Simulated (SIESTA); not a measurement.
Al2Pt:

```
Pt Al
1.0
     0.00000    2.95500    2.95500
     2.95500    0.00000    2.95500
     2.95500    2.95500    0.00000
Pt Al
1 2
Direct
  0.00000 0.00000 0.00000
  0.75000 0.75000 0.75000
  0.25000 0.25000 0.25000
```

Base run:

```yaml
Program: SIESTA 5.4.2
Functional: WC
Potentials_or_basis: PseudoDojo 0.4 standard (PBEsol files)
Basis: DZP (energy shift 0.003 Ry; two zetas on semicore shells)
Grid_cutoff: 800 Ry
Energy_shift: 0.003 Ry
k_mesh: 8 × 8 × 8
Occupations: fermi-dirac, width 0.05 eV
Spin: no spin polarisation
```

Its results: band gap on the k mesh none (metal or under the smearing width); pressure 0.7 GPa.

Problem. The run is repeated on the same cell with these changes: functional from WC to AM05. What comes out?

Solution. Band gap on the k mesh none (metal or under the smearing width); pressure -0.6 GPa.

Caveats: short orbitals over semicore shells can move pressures by several GPa; the potentials were made for another functional, which shifts forces and pressure; the basis of atomic orbitals isn't converged, which shifts pressures, moduli and gaps.
